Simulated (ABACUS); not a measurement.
Crystal: Er.

```
Er
1.0
     0.00000    2.47984    2.47984
     2.47984    0.00000    2.47984
     2.47984    2.47984    0.00000
Er
1
Direct
  0.00000 0.00000 0.00000
```

This isn't the form of Er at room conditions, which is hcp.

| Quantity | Value |
| --- | --- |
| Program | ABACUS 3.10.1 |
| Task | single point |
| Functional | PBE |
| Potentials or basis | PseudoDojo NC SR 0.4.1 PBE standard, lanthanides 3+ (f in core) |
| Cutoff | 1361 eV |
| Density cutoff | 5442 eV |
| Basis | DZP LCAO (the cutoffs set its grid) |
| k mesh | 9 × 9 × 9 |
| Occupations | fermi-dirac, width 0.05 eV |
| Spin | collinear spin, ferromagnetic start |
| Starting moments | [1.0] μB |

On this cell: net moment 0.00 μB per cell; band gap on the k mesh none (metal or under the smearing width).

The same run follows on a disturbed copy (cell strained at random at fixed volume):

```
Er
1.0
     0.02302    2.45581    2.42300
     2.51386   -0.02862    2.47463
     2.49979    2.49338   -0.01454
Er
1
Direct
  0.98944 0.99820 0.01185
```

Q: What changes?

A: The energy (extrapolated to zero smearing) moves by +3.5 meV/atom; net moment 0.00 μB per cell; band gap on the k mesh none (metal or under the smearing width).

Caveats: the atomic orbitals were generated for these runs and aren't a published set; the magnetic or orbital state may not be the lowest; all typed moments are zero, and the program then starts from 1 μB on every atom; spin-orbit coupling is left out, which moves the levels of the heavy elements; the 4f electrons are frozen in the core as for a trivalent ion, so they carry no moment and show no levels; the basis of atomic orbitals isn't converged, which shifts pressures, moduli and gaps.
